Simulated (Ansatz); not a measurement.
In SnTe (rock salt type) the Sn atom of the primitive cell, with all its periodic images, is moved by 0.06 Å along [111].

```xyz
2
Lattice="0.0000 3.2050 3.2050 3.2050 0.0000 3.2050 3.2050 3.2050 0.0000" Properties=species:S:1:pos:R:3 pbc="T T T"
Sn    0.0346    0.0346    0.0346
Te    3.2050    3.2050    3.2050
```

These are results of HSE06, plane waves, all-electron PAW datasets generated for the crystal, point nucleus in Ansatz, not measurements.

Cutoff 270 eV; exchange singularity: Wigner-Seitz; k-mesh 4×4×4 Γ-centred; Fermi–Dirac smearing of 0.05 eV; no spin polarisation; no spin–orbit coupling.

Question: What force results?

Answer: The force on it along the displacement is 0.1233 eV/Å, a force constant of -2.06 eV/Å². It is negative: the force pushes the atom further, so on this mesh the structure is unstable along this displacement. On a mesh this coarse the force constant of so soft a mode can lie far from its converged value, in sign too.

```json
{"atom": "Sn1", "Fx (eV/Å)": "0.0712", "Fy (eV/Å)": "0.0712", "Fz (eV/Å)": "0.0712"}
{"atom": "Te2", "Fx (eV/Å)": "-0.0712", "Fy (eV/Å)": "-0.0712", "Fz (eV/Å)": "-0.0712"}
```

Where the force pushes the moved atom further off its site, the soft mode may be real or faked by the k-mesh. The k-mesh is modest, so these values aren't fully converged in k.
